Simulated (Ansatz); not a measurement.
**Ionic part of the dielectric constant of Li2S at 40 GPa, mode by mode**

All numbers below come from DFT PBE, scalar-relativistic, plane waves, PAW in Ansatz 0.2.0. Settings: 420 eV plane-wave cutoff, Γ-centred 8×8×8 mesh, fixed occupations. No spin polarisation. Phonons by linear response, acoustic sum rule imposed.

Symmetry: Fm-3m, No. 225, cubic system. Conventional cell: a = 4.944 Å, b = 4.944 Å, c = 4.944 Å, α = 90.00°, β = 90.00°, γ = 90.00°. Li (site symmetry -43m) has 4 S at 2.14 Å as nearest neighbours. Around S (site symmetry m-3m) lie 8 Li at 2.14 Å.

Other phases may be more stable at this pressure.

The primitive cell has V = 30.20 Å³ and ε∞,zz = 4.412. Each polar mode adds Δε = (4.92064×10⁷/V)·S/ν² along z, with S its oscillator strength in e²/amu, ν in cm⁻¹ and V in Å³.

Problem. From these modes, find each Δε and ε0,zz.
```tsv
ν (cm⁻¹)	S_zz (e²/amu)
613.6	0.2387
```

Solution.
```
ν (cm⁻¹)    Δε
   613.6  1.03
```

The sum is 1.033, so ε0,zz = 5.44; the run's tensor has 5.44.

Problem. Where do the longitudinal modes lie for a wave vector along z?

Solution. At 682 cm⁻¹. The Lyddane–Sachs–Teller product Π(ν_LO/ν_TO)² = 1.23 matches ε0/ε∞ = 1.23.